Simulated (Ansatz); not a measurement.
This Ca structure is the end of a relaxation. The cell was found from a structure generator's guess, not taken from experiment.

Computed with DFT PBE, scalar-relativistic, plane waves, PAW (Ansatz 0.2.0). Cutoff 420 eV, Γ-centred mesh, Gaussian smearing, no spin polarisation.

```
Ca
1.0
     3.90043    0.00000    0.00000
    -1.95021    3.37787    0.00000
     0.00000    0.00000   19.23387
Ca
6
Direct
  0.66667 0.33333 0.91697
  0.00000 0.00000 0.25000
  0.66667 0.33333 0.58303
  0.33333 0.66667 0.41697
  0.00000 0.00000 0.75000
  0.33333 0.66667 0.08303
```

Energies count from the standard state of Ca at the same level.

(1) Find its symmetry and describe it.

(2) How far does it lie from the standard state of Ca?

(3) Is it a metal?

(4) From what recipe could a structure generator have reached it?

Results:

(1) P6_3/mmc (No. 194). Conventional cell: a = 3.900 Å, c = 19.234 Å. Ca on a site of symmetry 3m is surrounded by 12 Ca at 3.90–3.92 Å; Ca on a site of symmetry -6m2 is surrounded by 12 Ca at 3.90–3.92 Å.

(2) 0.00 eV/atom. It is level with the standard state within the noise.

(3) Yes, bands cross the Fermi level on the 12×12×2 mesh.

(4) One such recipe: one element on all sites of the Tb type (P6_3/mmc, No. 194). Other recipes can lead to the same cell.

The last run used a 12×12×2 mesh (in the run's order of axes) for its 6-atom cell and Gaussian smearing of 0.10 eV. The k mesh leaves some 4 meV/atom of noise in the energy of each metallic cell. A structure relaxed within its symmetry needn't be a true minimum.
